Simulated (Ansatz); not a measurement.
**Response of Nb to small distortions**

```xyz
1
Lattice="0.0000 2.1150 2.1150 2.1150 0.0000 2.1150 2.1150 2.1150 0.0000" Properties=species:S:1:pos:R:3 pbc="T T T"
Nb    0.0000    0.0000    0.0000
```

The cell is COD entry 1534903, as deposited and not checked against the literature; nothing was relaxed.

All numbers below come from Ansatz 0.2.0, DFT, PBE, all-electron LAPW, scalar-relativistic.

The runs use a Γ-centred 13×13×13 k mesh, Fermi–Dirac smearing of 0.08 eV, basis error target 0.25 meV/atom, no spin polarisation.

The unchanged cell is at -1.11 GPa.

In a metal, stresses and small energies carry noise from the k mesh.

x, y and z are the Cartesian axes of the cell as listed; fractional coordinates follow a strain, and an engineering shear is twice the off-diagonal strain component.

(1) One change gave: energy change -3 meV/atom; stress change (xx, yy, zz, yz, xz, xy) -0.10, -0.10, -0.10, -0.66, -0.66, -0.66 GPa, compression positive. Which change was it?
A. equal xy, yz and zx engineering shear strains of -1 %
B. equal xy, yz and zx engineering shear strains of +2 %
C. equal xy, yz and zx engineering shear strains of -3 %
D. equal xy, yz and zx engineering shear strains of -2 %
E. equal xy, yz and zx engineering shear strains of +3 %
F. equal xy, yz and zx engineering shear strains of +1 %

Answers

(1) D. For equal xy, yz and zx engineering shear strains of -3 %: energy change -6 meV/atom; stress change (xx, yy, zz, yz, xz, xy) -0.21, -0.21, -0.21, -0.95, -0.95, -0.95 GPa, compression positive. For equal xy, yz and zx engineering shear strains of -1 %: energy change under 1 meV/atom; stress change (xx, yy, zz, yz, xz, xy) -0.03, -0.03, -0.03, -0.39, -0.39, -0.39 GPa, compression positive. For equal xy, yz and zx engineering shear strains of +2 %: energy change -3 meV/atom; stress change (xx, yy, zz, yz, xz, xy) -0.04, -0.04, -0.04, 0.80, 0.80, 0.80 GPa, compression positive. For equal xy, yz and zx engineering shear strains of +1 %: energy change under 1 meV/atom; stress change (xx, yy, zz, yz, xz, xy) -0.02, -0.02, -0.02, 0.45, 0.45, 0.45 GPa, compression positive. For equal xy, yz and zx engineering shear strains of +3 %: energy change -6 meV/atom; stress change (xx, yy, zz, yz, xz, xy) -0.05, -0.05, -0.05, 1.01, 1.01, 1.01 GPa, compression positive.
